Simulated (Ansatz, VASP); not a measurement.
# Ba in VASP and in Ansatz

```
CELL_PARAMETERS angstrom
-2.47176 2.47765 2.44851
2.56531 -2.52802 2.59244
2.45066 2.50692 -2.49889
ATOMIC_POSITIONS crystal
Ba 0.99892 0.00475 0.98853
```

Change from the starting cell: cell strained at random at fixed volume.

Alike in both runs: task single point; functional PBE; k mesh 8 × 8 × 8; occupations fermi-dirac, width 0.05 eV; no spin polarisation.

|  | VASP | Ansatz |
| --- | --- | --- |
| version | VASP 6.6.1 | Ansatz 0.2.0 |
| potentials or method | VASP PAW PBE potentials, release 64 (Ba_sv), cutoff 520 eV | all-electron LAPW, scalar-relativistic |

|  | VASP | Ansatz | Ansatz less VASP |
| --- | --- | --- | --- |
| gap on the k mesh at the Fermi level (eV) | none | none | - |
| pressure (GPa) | 0.0 | 0.0 | -0.05 |
| largest component of the traceless stress (GPa) | 0.41 | 0.41 | -0.002 |

A gap of «none» marks a metal or a gap that the smearing closes. Ansatz ran all-electron here, so the differences hold the error of VASP's frozen core and of both bases.

The runs have no spin-orbit coupling, so splittings on Ba are missing.
